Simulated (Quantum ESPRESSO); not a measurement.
## CuO (Tenorite) under changes of volume

One of the cells (10.163 Å³/atom); the others are scaled copies at fixed shape and fractional positions:

```
Cu O
1.0
     2.34465   -1.71340    0.00000
     2.34465    1.71340    0.00000
    -0.86055    0.00000    5.05944
Cu O
2 2
Direct
  0.49680 0.00320 0.50000
  0.00320 0.49680 0.00000
  0.40560 0.57140 0.75370
  0.57140 0.40560 0.25370
```

| Item | Value |
| --- | --- |
| Program | Quantum ESPRESSO 7.5 |
| Functional | LDA |
| Potentials or basis | GBRV 1.5 LDA |
| Cutoff | 762 eV |
| Density cutoff | 6095 eV |
| k mesh | 10 × 10 × 5 |
| Occupations | fermi-dirac, width 0.05 eV |
| Spin | no spin polarisation |

```tsv
volume (Å³/atom)	energy over the lowest point (meV/atom)	pressure (GPa)
9.553	1.89	3.3
9.756	0.00	-1.2
9.959	3.47	-5.2
10.163	11.72	-8.7
10.366	24.21	-11.9
10.569	40.46	-14.6
10.772	?	?
```

Question: What does the run at 10.772 Å³/atom give?

Answer: Energy over the lowest point 60.04 meV/atom; pressure -17.1 GPa.

Worked out: A Birch-Murnaghan fit of order 3 (a polynomial in V^(-2/3)) to the other rows has its minimum at 9.72 Å³/atom with B0 = V·E''(V) = 206 GPa and B' = 4.5 at fixed shape and positions, which overstates the stiffness. It gives 60.08 meV/atom at 10.772 Å³/atom, against the run's 60.04, and -dE/dV = -16.7 GPa, against -17.1.

Energies are extrapolated to zero smearing.

Caveats: the run has no spin polarisation, though such a crystal can be magnetic.
